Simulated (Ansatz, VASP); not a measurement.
## One calculation of MgO, two programs

```
Mg O
1.0
     3.31590    0.00000    0.00000
    -1.65795    2.87166    0.00000
     0.00000    0.00000    4.01083
Mg O
2 2
Direct
  0.33333 0.66667 0.93800
  0.66667 0.33333 0.43800
  0.33333 0.66667 0.43800
  0.66667 0.33333 0.93800
```

Alike in both runs: functional PBE; k mesh 12 × 12 × 7; occupations fermi-dirac, width 0.05 eV; no spin polarisation.

Ansatz relaxed the structure, and its values are those at the end. VASP's run is a single point on that final structure, the one shown.

```csv
,VASP,Ansatz
version,VASP 6.6.1,Ansatz 0.2.0
potentials or method,"VASP PAW PBE potentials, release 64 (Mg, O)","PAW with Ansatz's default frozen-core files, scalar-relativistic"
plane-wave cutoff (eV),520,420
valence electrons in the cell,16,32
```

```tsv
	VASP	Ansatz	Ansatz less VASP
gap on the k mesh at the Fermi level (eV)	4.18	4.19	+0.015
```

With one functional, cell and mesh, what is left measures potentials, basis and numerics. The two sets of potentials don't hold the same shells in valence.

Caveats: an odd mesh through Γ misses points on the zone boundary, where band edges often lie.
